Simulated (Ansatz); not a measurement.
# Cu (I4/mmm) in Ansatz: a series of runs

One crystal, Cu, is run at these levels: PBE, LDA; tasks: band structure.

Program: Ansatz 0.2.0. These are calculated values, not measurements. Logs are shortened: lines on timing, memory, paths and dates and some standing lists are left out, and cuts for length are marked.

## (1) The structure

Symmetry: I4/mmm, No. 139, tetragonal system. Conventional cell: a = 2.886 Å, b = 2.886 Å, c = 2.752 Å, α = 90.00°, β = 90.00°, γ = 90.00°. Around Cu (site symmetry 4/mmm) lie 10 Cu at 2.46 to 2.75 Å.

This isn't the form of Cu at room conditions, which is fcc.

## (2) Band structure, PBE

input.yaml reads:

```yaml
crystal:
  lattice:
    - [-1.44279332, 1.44279332, 1.37608145]
    - [1.44279332, -1.44279332, 1.37608145]
    - [1.44279332, 1.44279332, -1.37608145]
  atoms:
    - { symbol: Cu, position: [0.0, 0.0, 0.0] }
hamiltonian:
  xc: pbe
  pseudopotentials: { kind: paw }
kpoints:
  mp_grid: { grid: [13, 13, 13] }
  band_path:
    path:
      - [[0.0, 0.0, 0.0], [0.0, 0.0, 0.5], [-0.5, 0.5, 0.5], [0.0, 0.0, 0.0], [0.4774154906, 0.4774154906, -0.4774154906], [0.25, 0.25, 0.25], [0.0, 0.5, 0.0], [-0.4774154906, 0.5225845094, 0.4774154906], [-0.5, 0.5, 0.5]]
      - [[0.0, 0.0, 0.5], [0.25, 0.25, 0.25]]
    npoints: 14
scf:
  occupations: { method: fermi_dirac, width: 0.05 }
  n_extra_bands: 6
output:
  forces: true
  stress: true
  eigenvalues: true
  fatbands: false
```

Potentials or basis: Ansatz PAW.

Launch:

```bash
$ ansatz run input.yaml --threads 2 --pin off --max-ram 5632MiB --backend cpu --events-out ev --progress --plain --runs-dir out
```

Output:

```text
Warning: RAYON_NUM_THREADS=2 ignored (pool sized by the plan → 2); use --threads N
scf.n_extra_bands = 6 over 10 filled bands (N_el = 19.0): the run solves 16 bands
Engine: ansatz 0.2.0, aarch64-unknown-linux-gnu
Pseudopotentials: kind: paw
Pseudopotential: Cu, paw, valence charge 19, recommended cutoff 420 eV (normal), Cu.paw.azcp
Functional definition: PBE
  parameter kappa = 0.804
  parameter beta = 0.06672455060314922
  exchange = pbe_x(kappa = kappa, mu = beta*pi^2/3)
  correlation = pbe_c(beta = beta)
Crystal: 1 atoms, lattice volume = 11.458 Å³
Basis set: ecut = 420 eV, 225 PW (Γ), exchange–correlation on 36×36×36 points (8 copies of the dense FFT grid, shifted against one another)
Bands: 16, of which v1, the nominal top of the filled ones, is band 10 counted from 1 (9 counted from 0)
Symmetry: 16 space group operations
Space group: I4/mmm (ITA 139), of the structure as read, at distance tolerance 2.3e-5 Å
k-points: 196 of 2197
Non-local potential: Cu, projectors of the file, l = 0: 3, l = 1: 2, l = 2: 3, l = 3: 1
PAW form: soft (Blöchl's): semilocal exchange-correlation on the pseudo side does not see the compensation charge
PAW one-centre angular grid: Cu, 590 points (default); XC on 64 Gauss nodes
Initial density: superposition of atomic densities (neutral atoms: chi_scale 0, normalization atom), corrected by the library's trained network
Initial wavefunctions: pseudopotential atomic-orbital guess
Functional: x = pbe(κ = 0.804, μ = 0.2195149727645171), c = pbe(β = 0.06672455060314922)
SCF iter   1: F=—  HF=-6625.131531 eV  |F-HF|=—  |Δ(HF+E_count)|=         —  Δρ=1.28e-3  dr2=7.57e-5  ethr=1.77e-3  ⟨swp⟩=5.6  Hψ=15539  notcnv=0  defer=3
preconditioner: auto → none  [metal: Δε(μ)=0.038 eV  Ē_g=22.188 eV  σ=0.050 eV  W_gap=0.19  n_scr=0 (ndim 8)  ℏωp=36.4 eV  f_vac=0.000  D(μ)=0.33/eV (n_scr^D=0)]
SCF iter   2: F=—  HF=-6625.131620 eV  |F-HF|=—  |Δ(HF+E_count)|=   8.87e-5  Δρ=5.06e-4  dr2=5.71e-6  ethr=3.99e-7  ⟨swp⟩=2.2  Hψ=6403  notcnv=0  defer=48
SCF iter   3: F=—  HF=-6625.131635 eV  |F-HF|=—  |Δ(HF+E_count)|=   1.45e-5  Δρ=1.23e-4  dr2=4.61e-7  ethr=3.01e-8  ⟨swp⟩=2.1  Hψ=3803  notcnv=0  defer=48
iter 4 did not close the SCF: its close was put off for the readings that it lacked (scf_convergence_deferred on its scf_iter line)
SCF iter   4: F=-6625.131635 eV  HF=-6625.131635 eV  |F-HF|=3.04e-8  |Δ(HF+E_count)|=   8.45e-7  Δρ=2.16e-5  dr2=2.50e-8  ethr=2.43e-9  ⟨swp⟩=2.0  Hψ=3882  notcnv=0  defer=48
iter 5 did not close the SCF: its close was put off for the readings that it lacked (scf_convergence_deferred on its scf_iter line)
SCF iter   5: F=-6625.131635 eV  HF=-6625.131635 eV  |F-HF|=4.51e-10  |Δ(HF+E_count)|=   3.32e-9  Δρ=2.83e-6  dr2=2.01e-10  ethr=1.31e-10  ⟨swp⟩=2.4  Hψ=4163  notcnv=0  defer=48
SCF iter   6: F=-6625.131635 eV  HF=-6625.131635 eV  |F-HF|=0.00e0  |Δ(HF+E_count)|=  4.97e-10  Δρ=2.08e-7  dr2=1.17e-12  ethr=1.06e-12  ⟨swp⟩=4.2  Hψ=10816  notcnv=0
SCF 1 converged in 6 iterations: F = -6625.131635 eV  dr2 = 1.17e-12
NSCF: frozen V_eff on 128 k-points
SCF converged after 6 iterations
Free energy (F): -6625.131635 eV
Harris-Foulkes:  -6625.131635 eV  (|F-HF|=0.00e0)
Internal energy: -6625.129042 eV  (E = F + TS)
E sigma→0 (E₀):  -6625.130339 eV
Entropy (-TS):   -0.002594 eV (-2.594 meV/atom)
Fermi energy:    17.386057 eV
--- Per-component energies (eV) ---
  E_band       = -348.245590
  E_kinetic    = 300.386642
  E_local      = -3994.566979  (includes V_loc(G=0)·N_el)
  E_nonlocal   = 389.667186
  E_hartree    = 1761.779046
  E_xc         = -89.847455
  E_vxc        = -115.969419  (∫ρ·V_xc dr)
  E_paw        = -1662.613108  (= ΣΔE_a)
  E_vpaw       = -451.321390  (= ΣTr[D̂ρ^β])
  E_aug_tail   = 0.000278  (compensation charges beyond the density's cutoff)
  E_ewald      = -3329.934651
  E_smearing   = -0.002594  (= −TS)
  E_closure    = -0.000000  (closes the sum)
  Σ components = -6625.131635   (vs F -6625.131635, Δ=0.00e0)
--- Forces (eV/Å), atoms counted from 1 ---
  atom   1  Cu     0.00000000     0.00000000     0.00000000
  max |Σ_I F_I| component: 9.86e-32 eV/Å
--- Stress (GPa, compression-positive) ---
        7.316291       0.000000       0.000000
        0.000000       7.316291       0.000000
        0.000000       0.000000       7.342194
  P = ⅓ Tr σ = 7.3249 GPa (73.249 kbar)
--- Band table (eV; the first three rows and the last of 196) ---
  k-point 0: bands = ["-95.2149", "-52.5189", "-52.5158", "-52.5158", "7.7913", "14.1351", "14.3330", "14.3330", "15.2152", "15.4239", "42.3062", "42.3062", "43.5660", "46.0587", "46.0587", "46.2389"]
  k-point 1: bands = ["-95.2139", "-52.5231", "-52.5212", "-52.5156", "8.0170", "14.1384", "14.2939", "14.4214", "15.1715", "15.4196", "39.6855", "42.1271", "43.0335", "44.4637", "44.6757", "44.8307"]
  k-point 2: bands = ["-95.2112", "-52.5431", "-52.5278", "-52.5150", "8.6782", "14.1327", "14.1864", "14.6726", "15.0814", "15.4091", "35.6038", "40.7730", "42.0738", "42.3283", "43.7943", "44.3867"]
  k-point 195: bands = ["-95.1842", "-52.6134", "-52.6126", "-52.6040", "12.6435", "12.6951", "15.8541", "15.8882", "15.8910", "24.1993", "25.3131", "27.1415", "31.0989", "32.0401", "34.4167", "56.5313"]
```

Wall time 2.3 s (2 threads of Arm Neoverse V1, shared host); peak memory 0.29 GiB.

What came out:

```
Free energy            : -6625.1316 eV
Pressure               : 7.3 GPa
Band gap on the k mesh : none (metal or under the smearing width)
```

Levels at the corners of the path, in eV from the Fermi level:
```tsv
point	band 5	band 6	band 7	band 8	band 9	band 10	band 11	band 12	band 13	band 14
Γ	-9.59	-3.25	-3.05	-3.05	-2.17	-1.96	24.92	24.92	26.18	28.67
X	-5.19	-3.71	-2.24	-2.00	-1.30	-0.91	4.22	18.60	18.84	22.52
M	-4.78	-4.73	-1.47	-1.47	-1.42	7.73	7.73	9.57	13.41	14.04
Γ	-9.59	-3.25	-3.05	-3.05	-2.17	-1.96	24.92	24.92	26.18	28.67
Z	-4.76	-4.71	-1.50	-1.50	-1.43	7.81	7.81	9.15	13.43	14.19
P	-3.87	-3.87	-3.78	-1.96	-1.87	6.44	6.77	6.77	7.90	38.10
N	-5.15	-3.96	-2.08	-1.86	-1.27	-0.54	4.74	17.35	17.43	21.37
Z1	-4.76	-4.71	-1.50	-1.50	-1.43	7.81	7.81	9.15	13.43	14.19
M	-4.78	-4.73	-1.47	-1.47	-1.42	7.73	7.73	9.57	13.41	14.04
X	-5.19	-3.71	-2.24	-2.00	-1.30	-0.91	4.22	18.60	18.84	22.52
P	-3.87	-3.87	-3.78	-1.96	-1.87	6.44	6.77	6.77	7.90	38.10
```

## (3) Band structure, LDA

Changes to input.yaml since step 2:

```diff
@@ -8,3 +8,3 @@
 hamiltonian:
-  xc: pbe
+  xc: lda
   pseudopotentials: { kind: paw }
```

Potentials or basis: Ansatz PAW.

Launch:

```bash
$ ansatz run input.yaml --threads 2 --pin off --max-ram 5632MiB --backend cpu --events-out ev --progress --plain --runs-dir out
```

Wall time 2.1 s (2 threads of Arm Neoverse V1, shared host); peak memory 0.29 GiB.

The run converged. Its results:

```yaml
Free_energy: -6555.6730 eV
Pressure: -7.8 GPa
Band_gap_on_the_k_mesh: none (metal or under the smearing width)
```

Stress tensor (GPa, compression positive):
```
-7.68  0.00  0.00
 0.00 -7.68  0.00
 0.00  0.00 -7.99
```

Levels at the corners of the path, in eV from the Fermi level:
```
point  band 6  band 7  band 8  band 9  band 10  band 11  band 12  band 13
    Γ   -3.29   -3.09   -3.09   -2.19    -1.97    25.00    25.00    26.28
    X   -3.75   -2.27   -2.01   -1.32    -0.87     4.19    18.64    18.68
    M   -4.74   -1.49   -1.49   -1.44     7.68     7.68     9.51    13.55
    Γ   -3.29   -3.09   -3.09   -2.19    -1.97    25.00    25.00    26.28
    Z   -4.73   -1.52   -1.52   -1.45     7.75     7.75     9.09    13.56
    P   -3.89   -3.80   -1.97   -1.88     6.46     6.81     6.81     7.75
    N   -3.99   -2.10   -1.87   -1.29    -0.51     4.71    17.28    17.37
   Z1   -4.73   -1.52   -1.52   -1.45     7.75     7.75     9.09    13.56
    M   -4.74   -1.49   -1.49   -1.44     7.68     7.68     9.51    13.55
    X   -3.75   -2.27   -2.01   -1.32    -0.87     4.19    18.64    18.68
    P   -3.89   -3.80   -1.97   -1.88     6.46     6.81     6.81     7.75
```

Caveat: the PAW data sets come from PBE, with cores solved anew for the run's functional, which leaves a small shift of forces and pressure.
